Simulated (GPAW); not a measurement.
**Magnetic state of Fe2 Mo7 Fe2 110 from several starts**

Does Fe2 Mo7 Fe2 110 prefer parallel or opposed moments, or none?

Method: PBE; plane waves with GPAW's PAW setups, scalar-relativistic, in GPAW 26.7.0.

## (1) Set-up

The cell holds 11 atoms: 4 Fe and 7 Mo. Cell: a = 2.725 Å, b = 2.725 Å, c = 32.629 Å, α = 90.0°, β = 90.0°, γ = 109.5°. ideal sites on the substrate's mesh, layer spacings from atomic volumes, unrelaxed, 12 A of vacuum. Vacuum lies along c.

## (2) Order 1, typed as ferro ++++

The parallel start comes first: it fits the smallest cell, keeps the most symmetry and shows whether parallel moments form.

Contents of order1.py:

```python
import json
import numpy as np
from ase import Atoms
from ase.parallel import paropen, parprint
from gpaw import GPAW

atoms = Atoms(['Fe', 'Fe', 'Mo', 'Mo', 'Mo', 'Mo', 'Mo', 'Mo', 'Mo', 'Fe', 'Fe'],
    cell=[[1.5735, -2.225265, 0.0],
         [1.5735, 2.225265, 0.0],
         [0.0, 0.0, 32.62857]],
    scaled_positions=[[0.0, 0.0, 0.183888],
         [0.5, 0.5, 0.23553],
         [0.0, 0.0, 0.295444],
         [0.5, 0.5, 0.363629],
         [0.0, 0.0, 0.431815],
         [0.5, 0.5, 0.5],
         [0.0, 0.0, 0.568185],
         [0.5, 0.5, 0.636371],
         [0.0, 0.0, 0.704556],
         [0.5, 0.5, 0.76447],
         [0.0, 0.0, 0.816112]],
    pbc=True,
    magmoms=[2.6, 2.6, 0.0, 0.0, 0.0, 0.0, 0.0, 0.0, 0.0, 2.6, 2.6])
atoms.calc = GPAW(mode={'name': 'pw', 'ecut': 450},
    xc='PBE',
    kpts={'size': (20, 20, 1), 'gamma': True},
    occupations={'name': 'fermi-dirac', 'width': 0.05},
    convergence={'density': 1e-05, 'energy': 1e-05},
    maxiter=200,
    mixer={'name': 'pulay', 'beta': 0.03, 'nmaxold': 8, 'weight': 100},
    symmetry={'tolerance': 1e-4},
    txt='order1.txt')
e = atoms.get_potential_energy(force_consistent=True)
res = {'free_energy': e, 'energy_sigma0': atoms.get_potential_energy(), 'fermi_energy': atoms.calc.get_fermi_level()}
res['moments'] = atoms.get_magnetic_moments().tolist()
res['total'] = atoms.get_magnetic_moment()
parprint('site moments (muB):', np.round(res['moments'], 3))
parprint(f"total moment: {res['total']:.3f} muB")
parprint(f'free energy: {e:.6f} eV')
atoms.calc.write('order1.gpw')
with paropen('results.json', 'w') as f:
    json.dump(res, f)
```

On the command line:

```
$ OMP_NUM_THREADS=1 mpirun -n 8 gpaw python order1.py > order1.log
```

Numbers of over 12 decimals in the logs are rounded to 6 here.

The log of the run:

```text
site moments (muB): [ 2.789  2.151 -0.123  0.007 -0.     0.004 -0.     0.007 -0.123  2.151
  2.789]
total moment: 9.806 muB
free energy: -112.111692 eV

--- order1.txt ---
Input parameters:
  mode=PW(ecut=450),
  convergence={'density': 1e-05, 'energy': 1e-05},
  kpts=MonkhorstPack(size=(20, 20, 1), gamma=True),
  maxiter=200,
  mixer=Pulay(name='pulay', nmaxold=8, beta=0.03, weight=100, sigma=0.015, g_ss=None),
  occupations=Occupations(name='fermi-dirac', width=0.05),
  symmetry=Symmetry(tolerance=0.0001),
  xc=XC(name='PBE')

Diagonalizing LCAO Hamiltonian
Converting LCAO to pw mode

       Fe

           Fe

       Mo

           Mo

       Mo

           Mo

       Mo

           Mo

       Mo

           Fe

       Fe

Atoms  # Å, Bohr magnetons
|    | symbol |        x |        y |         z |    initial magnetic moments |
|----|--------|----------|----------|-----------|-----------------------------|
|  0 |     Fe | 0.000000 | 0.000000 |  6.000002 | ( 0.0000,  0.0000,  2.6000) |
|  1 |     Fe | 1.573500 | 0.000000 |  7.685007 | ( 0.0000,  0.0000,  2.6000) |
|  2 |     Mo | 0.000000 | 0.000000 |  9.639915 | ( 0.0000,  0.0000,  0.0000) |
|  3 |     Mo | 1.573500 | 0.000000 | 11.864694 | ( 0.0000,  0.0000,  0.0000) |
|  4 |     Mo | 0.000000 | 0.000000 | 14.089506 | ( 0.0000,  0.0000,  0.0000) |
|  5 |     Mo | 1.573500 | 0.000000 | 16.314285 | ( 0.0000,  0.0000,  0.0000) |
|  6 |     Mo | 0.000000 | 0.000000 | 18.539064 | ( 0.0000,  0.0000,  0.0000) |
|  7 |     Mo | 1.573500 | 0.000000 | 20.763876 | ( 0.0000,  0.0000,  0.0000) |
|  8 |     Mo | 0.000000 | 0.000000 | 22.988655 | ( 0.0000,  0.0000,  0.0000) |
|  9 |     Fe | 1.573500 | 0.000000 | 24.943563 | ( 0.0000,  0.0000,  2.6000) |
| 10 |     Fe | 0.000000 | 0.000000 | 26.628568 | ( 0.0000,  0.0000,  2.6000) |

Unit cell  # Å
| periodic |        x |         y |         z |   lengths |     angles |
|----------|----------|-----------|-----------|-----------|------------|
|      yes | 1.573500 | -2.225265 |  0.000000 |  2.725382 |  90.000000 |
|      yes | 1.573500 |  2.225265 |  0.000000 |  2.725382 |  90.000000 |
|      yes | 0.000000 |  0.000000 | 32.628570 | 32.628570 | 109.471220 |

Number of symmetries: 8

BZ-sampling:
  Number of BZ points: 400
  Number of IBZ points: 111

  Monkhorst-Pack size: [20, 20, 1]
  Monkhorst-Pack shift: [0.025, 0.025, 0.0]

K-points  # in reciprocal-cell coordinates
|     |                                coordinates |     weight |
|-----|--------------------------------------------|------------|
|   0 | ( -0.00000000,  -0.00000000,   0.00000000) | 0.00250000 |
|   1 | (  0.05000000,  -0.05000000,   0.00000000) | 0.00500000 |
|   2 | (  0.05000000,  -0.00000000,   0.00000000) | 0.01000000 |
|   3 | (  0.05000000,   0.05000000,   0.00000000) | 0.00500000 |
|   4 | (  0.10000000,  -0.10000000,   0.00000000) | 0.00500000 |
|   5 | (  0.10000000,  -0.05000000,   0.00000000) | 0.01000000 |
|   6 | (  0.10000000,  -0.00000000,   0.00000000) | 0.01000000 |
|   7 | (  0.10000000,   0.05000000,   0.00000000) | 0.01000000 |
|   8 | (  0.10000000,   0.10000000,   0.00000000) | 0.00500000 |
|   9 | (  0.15000000,  -0.15000000,   0.00000000) | 0.00500000 |
| ... |                                            |            |
| 110 | (  0.50000000,   0.50000000,   0.00000000) | 0.00250000 |

Plane wave coefficients: 5014
Cutoff: 450.000000 eV

Spin-components: 2 (collinear spins)
Bands:           89
Projectors:      66
Spin-degeneracy: 1
Datatype:        complex128

Parallelization:
  kpt:    8
  domain: 1
  band:   1

Density:
  Valence electrons: 130.0
  Components: 2
  Grid points: [ 14  14 160]
  Charge: 0.0  # |e|

Potential:
  Grid points: [ 14  14 160]

species:
  Fe:
    name:    Iron
    Z:       26.0
    valence: 8
    core:    18
    charge:  0.0  # [|e|]
    compensation charges:
      type: gauss
      rc: 0.33  # [Å]
      lmax: 2
    cutoffs:
      filter: 2.06  # [Å]
      core: 2.67  # [Å]
    projectors
    | kind |    occ | energy [eV] | rcut [Å] |
    |------|--------|-------------|----------|
    |   4s |  2.000 |      -5.291 |    1.164 |
    |   4p |  0.000 |      -1.326 |    1.058 |
    |   3d |  6.000 |      -7.505 |    1.058 |
    |    s |        |      21.920 |    1.164 |
    |    p |        |      25.885 |    1.058 |
    |    d |        |      19.706 |    1.058 |

    Using partial waves for Fe as LCAO basis

  Mo:
    name:    Molybdenum
    Z:       42.0
    valence: 14
    core:    28
    charge:  0.0  # [|e|]
    compensation charges:
      type: gauss
      rc: 0.38  # [Å]
      lmax: 2
    cutoffs:
      filter: 2.16  # [Å]
      core: 1.42  # [Å]
    projectors
    | kind |    occ | energy [eV] | rcut [Å] |
    |------|--------|-------------|----------|
    |   4s |  2.000 |     -64.307 |    1.238 |
    |   5s |  1.000 |      -4.084 |    1.238 |
    |   4p |  6.000 |     -38.491 |    1.296 |
    |   5p |  0.000 |      -1.044 |    1.296 |
    |   4d |  5.000 |      -3.754 |    1.296 |
    |    d |        |      23.458 |    1.296 |

    Using partial waves for Mo as LCAO basis

Reference energy: -909416.326820  # eV

eigensolver:
  PPCG
  Converge bands: occupied
  niter=2

density mixing:
  Pulay-Mixer
  Linear mixing parameters: 0.03
  Old densities: 8
  Fourier metric: weight=100, sigma=0.015

occupation numbers:
  Fermi-Dirac:
    width: 0.0500  # eV

poisson solver:
  ecut: 3600.000000  # eV

xc functional:
  name: PBE with 2 nearest neighbor stencil

convergence criteria:
- Maximum integral of absolute [dens]ity change: 1e-05 electrons / valence electron
- Maximum [total energy] change in last 3 cyles: 1e-05 eV / valence electron
- Maximum integral of absolute [eigenst]ate change: 4e-08 eV^2 / valence electron
maximum number of iterations: 200

SCF iterations
|iter     |      energy | eigst |  dens |  magmom |
|---------|-------------|-------|-------|---------|
|iter:   1|       0s | -122.149530 | +0.53 |       | +10.4211|
|iter:   2|      24s | -134.964344 | -0.60 | -0.84 | +10.3482|
|iter:   3|      49s | -119.528082 | -0.99 | -0.68 | +10.3283|
|iter:   4|      73s | -117.661507 | -1.77 | -0.93 | +10.2390|
|iter:   5|      98s | -114.986108 | -1.47 | -1.00 | +10.0921|
|iter:   6|     122s | -112.790724 | -1.07 | -1.09 |  +9.8512|
|iter:   7|     147s | -112.678504 | -1.30 | -1.27 |  +9.8041|
|iter:   8|     171s | -112.133044 | -2.06 | -1.32 |  +9.7433|
|iter:   9|     196s | -112.013045 | -2.02 | -1.43 |  +9.7440|
|iter:  10|     220s | -111.946922 | -2.42 | -1.53 |  +9.6980|
[... 25 iterations left out ...]
|iter:  36|     846s | -112.079186c| -7.54c| -4.14 |  +9.8041|
|iter:  37|     856s | -112.079188c| -7.87c| -4.24 |  +9.8044|
|iter:  38|     880s | -112.079191c| -7.68c| -4.26 |  +9.8051|
|iter:  39|     890s | -112.079190c| -7.98c| -4.41 |  +9.8051|
|iter:  40|     901s | -112.079190c| -7.68c| -4.49 |  +9.8051|
|iter:  41|     912s | -112.079190c| -7.76c| -4.64 |  +9.8052|
|iter:  42|     923s | -112.079190c| -8.01c| -4.74 |  +9.8053|
|iter:  43|     934s | -112.079191c| -8.15c| -4.79 |  +9.8054|
|iter:  44|     945s | -112.079191c| -8.07c| -4.86 |  +9.8055|
|iter:  45|     956s | -112.079191c| -8.30c| -5.02c|  +9.8056|

Converged in 45 steps
Energy contributions relative to reference atoms: (reference = -909416.326820)

Energy contributions:
  Kinetic:         -49.415608
  Coulomb:          17.107390
  Zero:             -1.258572
  External:          0.000000
  Xc:              -78.479901
  Entropy:          -0.065001
  Spinorbit:         0.000000
  ----------------------------
  Free energy:    -112.111692
  Extrapolated:   -112.079191

dipole moment: (-62.383771, -0.000000, -0.000618)  # |e|*Ang

Total magnetic moment: (0.000000, 0.000000, 9.805558)

Local magnetic moments
|        x |        y |         z |
|----------|----------|-----------|
| 0.000000 | 0.000000 |  2.789091 |  # Fe   0
| 0.000000 | 0.000000 |  2.150519 |  # Fe   1
| 0.000000 | 0.000000 | -0.122680 |  # Mo   2
| 0.000000 | 0.000000 |  0.007259 |  # Mo   3
| 0.000000 | 0.000000 | -0.000156 |  # Mo   4
| 0.000000 | 0.000000 |  0.003724 |  # Mo   5
| 0.000000 | 0.000000 | -0.000156 |  # Mo   6
| 0.000000 | 0.000000 |  0.007259 |  # Mo   7
| 0.000000 | 0.000000 | -0.122680 |  # Mo   8
| 0.000000 | 0.000000 |  2.150519 |  # Fe   9
| 0.000000 | 0.000000 |  2.789091 |  # Fe  10

Fermi level: 7.274
Eigenvalues  # (at kpt = [-0.000, -0.000, 0.000])
| band index |      eig [eV] | occ [0-1] |      eig [eV] | occ [0-1] |
|------------|---------------|-----------|---------------|-----------|
|          0 |       -54.044 |     1.000 |       -54.044 |     1.000 |
|        ... |               |           |               |           |
|         59 |         5.724 |     1.000 |         7.041 |     0.991 |
|         60 |         5.734 |     1.000 |         7.337 |     0.222 |
|         61 |         5.847 |     1.000 |         7.450 |     0.029 |
|         62 |         5.870 |     1.000 |         7.450 |     0.029 |
|         63 |         5.883 |     1.000 |         7.459 |     0.024 |
|         64 |         6.019 |     1.000 |         8.057 |     0.000 |
|         65 |         6.027 |     1.000 |         8.114 |     0.000 |
|         66 |         6.211 |     1.000 |         8.115 |     0.000 |
|         67 |         6.230 |     1.000 |         8.125 |     0.000 |
|         68 |         6.288 |     1.000 |         8.233 |     0.000 |
|         69 |         6.442 |     1.000 |         8.334 |     0.000 |
|         70 |         6.446 |     1.000 |         8.359 |     0.000 |
|         71 |         6.949 |     0.999 |         8.380 |     0.000 |
|         72 |         7.153 |     0.919 |         8.526 |     0.000 |
|         73 |         7.750 |     0.000 |         8.540 |     0.000 |
|        ... |               |           |               |           |
|         88 |         9.166 |     0.000 |         9.566 |     0.000 |

No gap
No difference between direct/indirect transitions
```

Wall time 17 min (8 MPI ranks of Arm Neoverse V1, shared host); peak memory 3.6 GiB.

Spin moment in the augmentation sphere by atom:

| atom | spin moment in the augmentation sphere (μB) |
| --- | --- |
| Fe1 | 2.79 |
| Fe2 | 2.15 |
| Mo3 | -0.12 |
| Mo4 | 0.01 |
| Mo5 | 0.00 |
| Mo6 | 0.00 |
| Mo7 | 0.00 |
| Mo8 | 0.01 |
| Mo9 | -0.12 |
| Fe10 | 2.15 |
| Fe11 | 2.79 |

Numbers from this step:

- magnetization: 9.806 μB
- final state: ferromagnetic

After 45 cycles the largest moment stands at 2.79 μB.

(Continued in part 2 of 2.)

[Logs and program files are shortened in this print: banners, set-up blocks, solver, clock and traceback lines can be left out without a mark of their own.]

[Logs are printed without paths, hosts, clocks, repeated set-up lines and the standing remarks that a program may print on its own settings, such as how far it seeks lower states.]

[Hosts, paths, dates, database ids (printed as entryN), source tags and the programs' standing remarks are cut or masked in the printed files.]

[Where a cell is said to come from a database of computed structures, the database is the Materials Project.]
